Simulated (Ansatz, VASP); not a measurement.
# Two plane-wave programs on Ta

INCAR

```
SYSTEM = Ta
ALGO = Fast
EDIFF = 1E-6
ENCUT = 520
GGA = PE
ISIF = 2
ISMEAR = -1
LASPH = .True.
LCHARG = .False.
LREAL = .False.
LWAVE = .False.
NBANDS = 12
NELM = 80
PREC = Accurate
SIGMA = 0.05
```

Contents of KPOINTS:

```
k-points
0
Gamma
  11 11 11
  0 0 0
```

POSCAR

```
Ta
1.0
   -1.6836662614      1.6836662614      1.6836662614
    1.6836662614     -1.6836662614      1.6836662614
    1.6836662614      1.6836662614     -1.6836662614
Ta
1
Direct
    0.0000000000      0.0000000000      0.0000000000
```

Contents of input.yaml:

```yaml
crystal:
  lattice:
    - [-1.6836662614, 1.6836662614, 1.6836662614]
    - [1.6836662614, -1.6836662614, 1.6836662614]
    - [1.6836662614, 1.6836662614, -1.6836662614]
  atoms:
    - { symbol: Ta, position: [0.0, 0.0, 0.0] }
hamiltonian:
  xc: pbe
  pseudopotentials: { kind: paw, azcp: { folder: soft_1 } }
kpoints:
  mp_grid: { grid: [11, 11, 11] }
scf:
  occupations: { method: fermi_dirac, width: 0.05 }
output:
  forces: true
  stress: true
  eigenvalues: true
```

Alike in both runs: task single point; functional PBE; k mesh 11 × 11 × 11; occupations fermi-dirac, width 0.05 eV; no spin polarisation.

|  | VASP | Ansatz |
| --- | --- | --- |
| version | VASP 6.6.1 | Ansatz 0.2.0 |
| potentials or method | VASP PAW PBE potentials, release 64 (Ta_pv) | Ansatz PAW soft_1 |
| plane-wave cutoff (eV) | 520 | 420 |
| valence electrons in the cell | 11 | 13 |

```tsv
	VASP	Ansatz	Ansatz less VASP
gap on the k mesh at the Fermi level (eV)	none	none	-
pressure (GPa)	-8.0	-8.0	+0.01
```

A gap of «none» marks a metal or a gap that the smearing closes. The two sets of potentials don't hold the same shells in valence.

The runs have no spin-orbit coupling, so splittings on Ta are missing.
